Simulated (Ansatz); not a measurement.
**CdSe: the cell at several levels of theory**

The task here is to estimate one member of a computed series from the others.

The runs shown are made with Ansatz 0.2.0. PAW datasets, plane waves, zero pressure. (Simulation; spin polarisation is off.)

## The cell

It is cubic, F-43m (No. 216); conventional cell a = 6.141 Å, 28.94 Å³ an atom. Near Cd stand 4 Se at 2.66 Å; near Se stand 4 Cd at 2.66 Å.

Coordinates:

```cif
data_structure
_symmetry_space_group_name_H-M 'F-43m'
_symmetry_Int_Tables_number 216
_cell_length_a 6.1405
_cell_length_b 6.1405
_cell_length_c 6.1405
_cell_angle_alpha 90.000
_cell_angle_beta 90.000
_cell_angle_gamma 90.000
_cell_volume 231.54
loop_
_atom_site_label
_atom_site_type_symbol
_atom_site_symmetry_multiplicity
_atom_site_Wyckoff_symbol
_atom_site_fract_x
_atom_site_fract_y
_atom_site_fract_z
_atom_site_occupancy
Cd1 Cd 4 a 0.00000 0.00000 0.00000 1
Se1 Se 4 c 0.25000 0.25000 0.25000 1
```

Set-up of the first run:

The input, input.yaml:

```yaml
crystal:
  lattice:
    - [0.0, 3.0702711986, 3.0702711986]
    - [3.0702711986, 0.0, 3.0702711986]
    - [3.0702711986, 3.0702711986, 0.0]
  atoms:
    - { symbol: Cd, position: [0.0, 0.0, 0.0] }
    - { symbol: Se, position: [0.75, 0.75, 0.75] }
kpoints:
  mp_grid: { grid: [6, 6, 6] }
hamiltonian:
  xc: pbe
scf:
  occupations: { method: fermi_dirac, width: 0.02 }
relax:
  f_tol: 0.005
  cell: {}
output:
  write_density: true
  write_potential: true
  elf: true
  volumetric_format: npy
```

Command:

```sh
> ansatz run input.yaml --threads 2 --pin off --max-ram 29491MiB --backend cpu --events-out ev --progress --plain --runs-dir out
```

Among the steps run: PBE: cell and atoms; Relaxing with r2SCAN; Relaxation with PBEsol; LDA: cell and atoms; Relaxing with HSE06.

One of the session's tables, all rows but one given; the rest of the session is left out.

```
 level  a (Å)  volume (Å³/atom)
   PBE  6.197            29.751
r2SCAN      ?                 ?
PBEsol  6.082            28.126
   LDA  6.009            27.122
 HSE06  6.151            29.085
```

**Question.** Estimate the row for r2SCAN.

As computed: a (Å): 6.136; volume (Å³/atom): 28.872. In the column «a (Å)» it lies between PBEsol (6.082) and HSE06 (6.151).

In words: The first relaxation changed the volume by +2.8 % from the start. LDA gives the smallest cell and PBE the largest; they differ by 9.7 % in volume, a mean of 3.1 % in length. The meshes differ: PBE 6×6×6, r2SCAN 6×6×6, PBEsol 6×6×6, LDA 6×6×6, HSE06 4×4×4.
